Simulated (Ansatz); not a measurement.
# ZrS2: what symmetry allows forces and stress to be

```xyz
3
Lattice="3.6998 0.0000 0.0000 -1.8499 3.2041 0.0000 0.0000 0.0000 5.4360" Properties=species:S:1:pos:R:3 pbc="T T T"
Zr    0.0000    0.0000    0.0000
S     0.0000    2.1361    1.5254
S     1.8499    1.0680    3.9106
```

Theory: DFT PBE, scalar-relativistic, plane waves, PAW (Ansatz 0.2.0).

Cutoff 420 eV; k points 9×9×6 on the computed 3-atom cell (Γ-centred); Gaussian smearing, width 0.02 eV; no spin polarisation.

This distorted cell has space group P-3m1, with 12 operations.

Task: Without a calculation: in which directions can each atom feel a force?

Result: A force must be left unchanged by every operation that keeps its atom in place, so it lies in the space that those operations leave fixed. Atoms that the group maps onto each other feel forces of one size.
| atom | site symmetry | operations at the site | equivalent to atom | allowed force (Cartesian) |
| --- | --- | --- | --- | --- |
| Zr1 | -3m. | 12 | 1 | none |
| S2 | 3m. | 6 | 2 | along (0.00, 0.00, 1.00) |
| S3 | 3m. | 6 | 2 | along (0.00, 0.00, 1.00) |

That leaves 1 independent force component of 9. A relaxation in this cell that keeps the symmetry moves the atoms in these directions alone.

Task: And the stress tensor?

Result: It must be invariant under the point group, which leaves 2 independent components: yz, xz, xy vanish; xx = yy.

Task: Do the computed values obey this?

Result: Yes. Forces (eV/Å):
```
Zr1  0.000  0.000  0.000
S2   0.000  0.000 -1.312
S3   0.000  0.000  1.312
```

Stress (GPa, compression positive, xx yy zz yz xz xy): -3.76 -3.76 -1.11 0.00 0.00 0.00. The program imposes the same operations on density, forces and stress, so this confirms the analysis and is no independent test of the calculation.